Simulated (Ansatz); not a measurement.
**TiB2 under changes of volume**

One of the cells (8.552 Å³/atom); the others are scaled copies at fixed shape and fractional positions:

```
Ti B
1.0
     3.02920    0.00000    0.00000
    -1.51460    2.62336    0.00000
     0.00000    0.00000    3.22840
Ti B
1 2
Direct
  0.00000 0.00000 0.00000
  0.66667 0.33333 0.50000
  0.33333 0.66667 0.50000
```

| Quantity | Value |
| --- | --- |
| Program | Ansatz 0.2.0 |
| Functional | LDA |
| Potentials or basis | Ansatz PAW |
| Cutoff | 420 eV (not typed: the program's choice for these potentials) |
| k mesh | 10 × 10 × 8 |
| Occupations | fermi-dirac, width 0.05 eV |
| Spin | no spin polarisation |

```csv
volume (Å³/atom),energy over the lowest point (meV/atom),pressure (GPa)
8.039,2.43,5.4
8.210,0.00,-0.7
8.381,3.75,-6.2
8.552,13.09,-11.2
8.723,?,?
8.894,46.42,-19.7
9.065,69.51,-23.4
```

**Question.** What does the run at 8.723 Å³/atom give?

**Answer.** Energy over the lowest point 27.48 meV/atom; pressure -15.7 GPa.

Worked out: A Birch-Murnaghan fit of order 3 (a polynomial in V^(-2/3)) to the other rows has its minimum at 8.19 Å³/atom with B0 = V·E''(V) = 280 GPa and B' = 3.8 at fixed shape and positions, which overstates the stiffness. It gives 27.47 meV/atom at 8.723 Å³/atom, against the run's 27.48, and -dE/dV = -15.7 GPa, against -15.7.

Energies are extrapolated to zero smearing.

Caveats: the PAW data sets come from PBE, with cores solved anew for the run's functional, which leaves a small shift of forces and pressure.
